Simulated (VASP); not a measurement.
Runs of VASP 6.6.1 on BP. Symmetry: F-43m, No. 216, cubic system. Conventional cell: a = 4.532 Å, b = 4.532 Å, c = 4.532 Å, α = 90.00°, β = 90.00°, γ = 90.00°. B (site symmetry -43m) has 4 P at 1.96 Å as nearest neighbours. P (site symmetry -43m) is surrounded by 4 B at 1.96 Å. 

```csv
task,cell,gap on the mesh (eV),pressure (GPa)
relaxation of the atoms,atoms relaxed from: a relaxed cell with its volume scaled by 0.94,(a),11.8
relaxation of cell and atoms,relaxed,1.44,0.0
relaxation of the atoms,atoms relaxed,1.44,0.0
relaxation of the atoms,atoms relaxed from: a relaxed cell with its volume scaled by 0.98,1.41,3.6
relaxation of the atoms,atoms relaxed from: a relaxed cell with its volume scaled by 0.96,1.39,7.5
relaxation of the atoms,atoms relaxed from: a relaxed cell with its volume scaled by 1.06,1.52,-8.9
relaxation of the atoms,atoms relaxed from: a relaxed cell with its volume scaled by 1.02,1.47,-3.2
relaxation of the atoms,atoms relaxed from: a relaxed cell with its volume scaled by 1.04,(b),-6.2
```

Alike in all rows: level r2SCAN; potentials or basis VASP PAW PBE potentials, release 64 (B, P); no spin polarisation; k mesh 10 × 10 × 10; cutoff (eV) 600; smearing gaussian 0.03 eV.

Q: Fill in the values left out.

A: (a) 1.36; (b) 1.49.

Caveats: the relaxation stopped at its first step, so nothing moved; the PAW data sets were made with another functional, which shifts forces and pressure a little.

A k mesh can miss the band edges.
